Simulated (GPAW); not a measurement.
Wanted: an ASE script for a GPAW 26.7.0 run.

```yaml
Task: dielectric tensor
Functional: PBE
Potentials_or_basis: GPAW PAW data sets (gpaw-data 1.2.1)
Cutoff: 450 eV
Basis: pw
k_mesh: 7 × 7 × 7
Occupations: fermi-dirac, width 0.001 eV
Spin: no spin polarisation
Response_ecut: 80 eV
Maxiter: 150
Response_k_mesh: 21 × 21 × 21
Response_bands: 29
Kernels: "[\"RPA\"]"
Coarser_k_mesh: 21 × 21 × 21
```

CdS:

```
CELL_PARAMETERS angstrom
0.00000 2.80724 2.80724
2.80724 0.00000 2.80724
2.80724 2.80724 0.00000
ATOMIC_POSITIONS crystal
Cd 0.00000 0.00000 0.00000
S 0.50000 0.50000 0.50000
```

Measurements of this composition are mostly on another form, of space group No. 186.

The input as run:

run.py

```python
import numpy as np
from ase import Atoms
from ase.dft.bandgap import bandgap
from ase.io import write
from gpaw import GPAW, PW
from gpaw.response.df import DielectricFunction

atoms = Atoms(['Cd', 'S'],
              cell=[[0.0, 2.8072428857, 2.8072428857],
                    [2.8072428857, 0.0, 2.8072428857],
                    [2.8072428857, 2.8072428857, 0.0]],
              scaled_positions=[[0.0, 0.0, 0.0],
                                [0.5, 0.5, 0.5]],
              pbc=True)

calc = GPAW(mode=PW(450),
            xc='PBE',
            kpts={'size': (7, 7, 7), 'gamma': True},
            occupations={'name': 'fermi-dirac', 'width': 0.001},
            nbands=18,
            convergence={'density': 1e-06},
            maxiter=150,
            txt='gpaw.txt')
atoms.calc = calc
energy = atoms.get_potential_energy()
calc.write('gs.gpw')
write('result.traj', atoms)
print(f'Energy: {energy:.6f} eV')
print('Fermi level:', round(calc.get_fermi_level(), 4), 'eV')
print(f'Gap: {bandgap(calc)[0]:.4f} eV, direct: {bandgap(calc, direct=True)[0]:.4f} eV')

for size in [(21, 21, 21)]:
    name = 'x'.join(str(n) for n in size)
    dense = calc.fixed_density(kpts={'size': size, 'gamma': True},
                               nbands=35, convergence={'bands': 29, 'eigenstates': 1e-7},
                               update_fermi_level=True, txt=f'dense-{name}.txt')
    dense.write(f'{name}.gpw', mode='all')
    df = DielectricFunction(f'{name}.gpw', frequencies=np.array([0.0]), hilbert=False, eta=0.001,
                            ecut=80, nbands=29, intraband=False, txt=f'df-{name}.txt')
    for xc in ['RPA']:
        for direction in ['x', 'y', 'z', [0, 1, 1], [1, 0, 1], [1, 1, 0]]:
            e0, e = df.get_macroscopic_dielectric_constant(xc=xc, direction=direction)
            print(f'{name} {xc} {direction}: {e0:.4f} without, {e:.4f} with local fields')
```

Potentials or basis: GPAW PAW data sets (gpaw-data 1.2.1), pw.

Launch:

```sh
$ OMP_NUM_THREADS=1 python run.py
```

It gave:

```yaml
Band_gap_on_the_k_mesh: 0.48 eV, indirect (least direct gap 1.19 eV)
Electronic_dielectric_tensor_diagonal: 8.84
```

Caveat: the gap is small at this level, which inflates the dielectric constant; the long-wavelength limit can be off by several per cent where d states take part; an odd mesh through Γ misses points on the zone boundary, where band edges often lie.

Run time: 2.9 min on 1 thread of Arm Neoverse V1, with other jobs on the host, peak memory 0.5 GiB.
